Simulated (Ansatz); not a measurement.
Crystal: TiO2.

```
Ti O
1.0
     5.58222    0.00000    0.00000
    -2.79111    4.83435    0.00000
     0.00000    0.00000    6.08247
Ti O
3 6
Direct
  0.46694 0.00000 0.33333
  0.00000 0.46694 0.66667
  0.53306 0.53306 0.00000
  0.58107 0.85143 0.12066
  0.72963 0.14857 0.54600
  0.27037 0.41893 0.78733
  0.85143 0.58107 0.87934
  0.14857 0.72963 0.45400
  0.41893 0.27037 0.21267
```

Measurements of this composition are mostly on another form, of space group No. 141.

```yaml
Program: Ansatz 0.2.0
Task: single point
Functional: PBE
Potentials_or_basis: Ansatz PAW
Cutoff: "420 eV (not typed: the program's choice for these potentials)"
k_mesh: 6 × 6 × 5
Occupations: fermi-dirac, width 0.05 eV
Spin: no spin polarisation
```

On this cell: pressure 1.5 GPa; largest force 0.051 eV/Å; band gap on the k mesh 3.64 eV, indirect (least direct gap 3.65 eV).

The same run follows on a disturbed copy (atoms moved at random, drawn with an rms of 0.05 Å):

```
Ti O
1.0
     5.58222    0.00000    0.00000
    -2.79111    4.83435    0.00000
     0.00000    0.00000    6.08247
Ti O
3 6
Direct
  0.46842 0.99882 0.33812
  0.00108 0.46336 0.66366
  0.54423 0.54042 0.99415
  0.58824 0.86228 0.11036
  0.72741 0.14491 0.54691
  0.27409 0.41482 0.79038
  0.84202 0.56695 0.88195
  0.14100 0.73196 0.44810
  0.41147 0.27037 0.21121
```

What changes?

The energy moves by +25.6 meV/atom; pressure 0.2 GPa; largest force 2.733 eV/Å; band gap on the k mesh 3.36 eV, indirect (least direct gap 3.38 eV).

Forces in eV/Å, atoms in the order of the input:
```
Ti  -0.743  0.411 -2.189
Ti   0.434  0.367  0.288
Ti  -1.820 -0.602  1.949
O   -0.294  0.145  0.663
O    0.517  0.278  0.575
O   -1.066  0.019 -0.989
O    2.163  0.247 -1.190
O    0.071 -0.639  0.662
O    0.738 -0.226  0.231
```

Stress tensor (GPa, compression positive):
```
 1.99  2.39 -0.37
 2.39 -1.06  1.77
-0.37  1.77 -0.24
```

Caveats: odd divisions of the mesh miss points on the zone boundary, where band edges often lie, so the gap on the mesh can be too wide.

A k mesh can miss the band edges.
